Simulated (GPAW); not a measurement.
The system is GaSb.

```xyz
2
Lattice="0.0000 3.0590 3.0590 3.0590 0.0000 3.0590 3.0590 3.0590 0.0000" Properties=species:S:1:pos:R:3 pbc="T T T"
Sb    4.5885    4.5885    4.5885
Ga    0.0000    0.0000    0.0000
```

Base run:

```yaml
Program: GPAW 26.7.0
Functional: BLYP
Potentials_or_basis: PAW data sets generated in the run's folder for this functional
Cutoff: 600 eV
Basis: pw
k_mesh: 8 × 8 × 8
Occupations: fermi-dirac, width 0.05 eV
Spin: no spin polarisation
```

Its results: pressure 5.2 GPa.

Problem. The run is repeated on the same cell with these changes: functional from BLYP to LDA; k mesh from 8 × 8 × 8 to 6 × 6 × 6. What comes out?

Solution. Pressure -1.7 GPa.

Several settings changed at once, so the effect can't be laid on one alone.

Not every run made on this cell is shown here.
